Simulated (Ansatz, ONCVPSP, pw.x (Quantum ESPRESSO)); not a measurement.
## Tc: does the ONCV potential hold in the solid?

ONCVPSP 4.0.1.1 (patched build) input, shortened (lines: element, Z, core and valence counts, functional; n l f; lmax; l rc ep ncon nbas qcut; lloc lpopt rc5 dvloc0; l nproj debl; icmod fcfact rcfact), PBEsol, scalar-relativistic:

```
  Tc 43.00    7    3  -116133      upf
    1    0    2.00
    2    0    2.00
    2    1    6.00
    3    0    2.00
    3    1    6.00
    3    2   10.00
    4    0    2.00
    4    1    6.00
    4    2    5.00
    5    0    2.00
    2
    0    2.95    0.00    4    7    2.50
    1    2.00    0.00    3    6    6.40
    2    1.50    0.00    5    9    7.50
    2    5    1.50    0.00
    0    2    0.40
    1    2    0.80
    2    0    3.20
    3    3.75    1.70
```

In the p channel the program set the typed energies aside and used -1.665, 0.250 Ha.

Atomic tests: cutoffs needed: 23 Ha and 28 Ha (the cutoffs (Ha) at which the residual kinetic energy of the hardest occupied pseudo-wave falls to 1 and 0.1 mHa per electron); ghost test: ghosts flagged at negative energy: s at -73.0 eV; no localised positive-energy state flagged; a true bound ghost makes a file unfit for plane-wave use; largest excitation error: -85 meV (all-electron minus pseudo) for 4p6 4d6 5s0, out of 4 test configurations.

Crystal test: bcc Tc in pw.x 7.5, no spin, 15³ k-points, Fermi–Dirac smearing 0.01 Ry, cutoffs 65/260 Ry. The reference is all-electron LAPW (Ansatz 0.2.0) with the same functional, mesh and smearing; V0 and B0 come from Birch–Murnaghan fits to the pressures at five volumes. Errors are pseudo minus all-electron; Δ is the rms difference of the E(V) curves that follow from these fits, minima aligned, over ±6 % about the mean V0. Mesh and smearing are coarse, so the numbers serve the comparison and aren't converged zero-temperature values; the lattice is a test structure that the element need not adopt.

| V (Å³/atom) | P all-electron (GPa) | P pseudo (GPa) |
| --- | --- | --- |
| 13.494 | 18.26 | 51.84 |
| 13.849 | 8.52 | 42.30 |
| 14.204 | 0.02 | 33.65 |
| 14.559 | -7.38 | 25.81 |
| 14.914 | -13.82 | 18.78 |

All-electron: a0 = 3.051 Å (V0 = 14.20 Å³/atom), B0 = 316.6 GPa.

Pseudopotential: mean pressure error (GPa): +33.36. The pressure does not cross zero within the volumes sampled, so no fit is given. The largest radius (2.95 bohr) exceeds half the bond length (2.50 bohr), so the spheres overlap, which is one possible source of error among others. This is a poor potential for the solid. Note: ghosts flagged at negative energy: s at -73.0 eV; no localised positive-energy state flagged. A true bound ghost makes a file unfit for plane-wave use.

Task: At the middle volume, how do free energy and pressure move when the wave cutoff is lowered (ecutrho kept at four times it)?

Result:

| cutoff (Ry) | shift of F (meV/atom) | shift of P (GPa) |
| --- | --- | --- |
| 29 | +1997.3 | -86.69 |
| 39 | +318.2 | -6.18 |
| 52 | +145.1 | -0.68 |

Input at the middle volume:

```
&control
  calculation='scf', prefix='x', pseudo_dir='./', outdir='./tmp', tstress=.true., disk_io='low'
/
&system
  ibrav=0, nat=1, ntyp=1, ecutwfc=65, ecutrho=260, nbnd=14,
  occupations='smearing', smearing='fd', degauss=0.01
/
&electrons
  conv_thr=1e-09, mixing_beta=0.4, electron_maxstep=70
/
ATOMIC_SPECIES
Tc 1.0 Tc.UPF
CELL_PARAMETERS angstrom
  -1.52563353 1.52563353 1.52563353
  1.52563353 -1.52563353 1.52563353
  1.52563353 1.52563353 -1.52563353
ATOMIC_POSITIONS crystal
Tc 0.0000 0.0000 0.0000
K_POINTS automatic
15 15 15 0 0 0
```

```bash
pw.x < Tc.scf.in > Tc.scf.out
```

Lines of the output:

```
Message from routine setup:
     using ibrav=0 with symmetry is DISCOURAGED, use correct ibrav instead
     lattice parameter (alat)  =       4.9936  a.u.
     unit-cell volume          =      95.8533 (a.u.)^3
     number of electrons       =        13.00
     number of Kohn-Sham states=           14
     kinetic-energy cutoff     =      65.0000  Ry
     charge density cutoff     =     260.0000  Ry
     scf convergence threshold =      1.0E-09
     Exchange-correlation= PBESOL
     number of k points=   120  Fermi-Dirac smearing, width (Ry)=  0.0100
     iteration #  1     ecut=    65.00 Ry     beta= 0.40
     total energy              =    -133.54148605 Ry
     estimated scf accuracy    <       3.31510899 Ry
     iteration #  2     ecut=    65.00 Ry     beta= 0.40
     total energy              =    -133.27647506 Ry
     estimated scf accuracy    <       0.67210029 Ry
     iteration #  3     ecut=    65.00 Ry     beta= 0.40
     total energy              =    -133.31119482 Ry
     estimated scf accuracy    <       0.04133678 Ry
     iteration #  4     ecut=    65.00 Ry     beta= 0.40
     total energy              =    -133.31473417 Ry
     estimated scf accuracy    <       0.00045310 Ry
     iteration #  5     ecut=    65.00 Ry     beta= 0.40
     total energy              =    -133.31478517 Ry
     estimated scf accuracy    <       0.00016749 Ry
     iteration #  6     ecut=    65.00 Ry     beta= 0.40
     total energy              =    -133.31481520 Ry
     estimated scf accuracy    <       0.00000044 Ry
     iteration #  7     ecut=    65.00 Ry     beta= 0.40
     total energy              =    -133.31481541 Ry
     estimated scf accuracy    <       0.00000005 Ry
     iteration #  8     ecut=    65.00 Ry     beta= 0.40
     the Fermi energy is    21.1000 ev
!    total energy              =    -133.31481541 Ry
     estimated scf accuracy    <          9.0E-10 Ry
     smearing contrib. (-TS)   =      -0.00522936 Ry
     The total energy is F=E-TS. E is the sum of the following terms:
     one-electron contribution =     -15.79303642 Ry
     hartree contribution      =      19.50304055 Ry
     xc contribution           =     -30.35567210 Ry
     ewald contribution        =    -106.66391808 Ry
     convergence has been achieved in   8 iterations
          total   stress  (Ry/bohr**3)                   (kbar)     P=      336.49
```

The run at the middle volume (120 k-points, 8 iterations) took about 12 s on one core of a shared host (Neoverse-V1, 32 threads, 247 GiB, load 21).
